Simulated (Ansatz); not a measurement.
BiTe films: biaxial stress and wafer bow

Plane-wave DFT in Ansatz, PBE, scalar-relativistic PAW potentials, cutoff 420 eV, no spin-orbit coupling; no spin polarisation. BiTe in space group Fm-3m, strained equally along a and b of the conventional cell, with c and the atoms relaxed within the symmetry (a film with c along the normal). Stress is the in-plane mean, tension positive.

| strain (%) | stress (GPa) | E − E(0) (meV/atom) |
| --- | --- | --- |
| -4.5 | -6.72 | 62.3 |
| -3.0 | -4.47 | 27.3 |
| -1.5 | -2.09 | 6.3 |
| +0.0 | 0.02 | 0.0 |
| +1.5 | 1.64 | 5.8 |
| +3.0 | 2.92 | 21.0 |
| +4.5 | ? | 43.6 |

Q: Fit the stress, get the biaxial modulus and predict the missing row.

A: A parabola through the given rows is σ = -0.09 + 1.214 ε -0.0626 ε² GPa (ε in %), so M = dσ/dε = 121 GPa at zero. It predicts 4.11 GPa at +4.5 %; the run gave 3.91 GPa. The miss is 0.20 GPa, so the fit holds even one step beyond its range. The negative square term means that the film is stiffer in compression than in tension. The energies check it: E/V = Mε² at small strain, and a cubic fit with V = 34.37 Å³/atom gives M = 122 GPa, in agreement.

Q: How much does a 100 nm film at -0.3 % strain bow a 300 mm Si(001) wafer 775 μm thick?

A: The fit, without its small constant, gives σ = -0.37 GPa. Stoney's formula, κ = 6σt_f/(M_s t_s²) with M_s = 180.5 GPa for Si(001) (literature), gives |κ| = 2.05×10⁻³ m⁻¹ and a bow κr²/2 = 23.0 μm at r = 150 mm, with the film side convex (compression pushes the centre up). This assumes a single-crystal or fully textured, unrelaxed film at 0 K.

The cell has no gap in any row, so the stresses hang on mesh and smearing.

Cost: about 14 core-minutes for the runs cited, on AMD EPYC 7R43 (Zen 3) (shared hosts).

The energy cost is larger in compression than in tension at every matched strain, reaching 62.3 against 43.6 meV/atom at the ends. This is ordinary bond anharmonicity: short-range repulsion rises steeply as the Bi–Te contacts shorten, while stretching weakens the p-σ bonds along the cube axes. The stress curve softens steadily in tension, but stiffening in compression is not uniform, since the step out to -4.5 % is less steep than the one before it. The modulus of 121 GPa therefore describes small strains best.

The metallic state follows from electron count: rock-salt BiTe has one valence electron more per formula unit than PbTe, and it enters p-antibonding states. Spin-orbit coupling would reshape these bands but could not by itself open a gap at this odd filling.

BiTe is ordinarily a layered trigonal compound, with weaker bonding between layers, so neither the modulus nor the wafer bow should be carried over to films of that phase, and the strain series doesn't show that the cubic phase is stable.
